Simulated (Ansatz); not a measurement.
Crystal: Br.

```
Br
1.0
     3.36325   -2.32255    0.00000
     3.36325    2.32255    0.00000
     0.00000    0.00000    8.70230
Br
4
Direct
  0.36510 0.63490 0.39010
  0.13490 0.86510 0.89010
  0.63490 0.36510 0.60990
  0.86510 0.13490 0.10990
```

Base run:

```yaml
Program: Ansatz 0.2.0
Functional: PBEsol
Potentials_or_basis: Ansatz PAW
Cutoff: "420 eV (not typed: the program's choice for these potentials)"
k_mesh: 7 × 7 × 3
Occupations: fermi-dirac, width 0.05 eV
Spin: no spin polarisation
```

Its results: band gap on the k mesh 1.84 eV, indirect (least direct gap 1.86 eV); pressure 0.1 GPa; largest force 0.722 eV/Å.

Q: The run is repeated on the same cell with these changes: functional from PBEsol to r2SCAN; cutoff from 420 eV (not typed: the program's choice for these potentials) to 500 eV (not typed: the program's choice for these potentials). What comes out?

A: Band gap on the k mesh 2.22 eV, indirect (least direct gap 2.24 eV); pressure 0.7 GPa; largest force 0.593 eV/Å.

r2SCAN gives the wider gap, since meta-GGAs in the generalised Kohn-Sham scheme recover part of the derivative discontinuity.

Caveats: the PAW data sets come from PBE, with cores solved anew for the run's functional, which leaves a small shift of forces and pressure; the k mesh misses the band edges, so the gap on the mesh is wider than the one along the path (some runs).
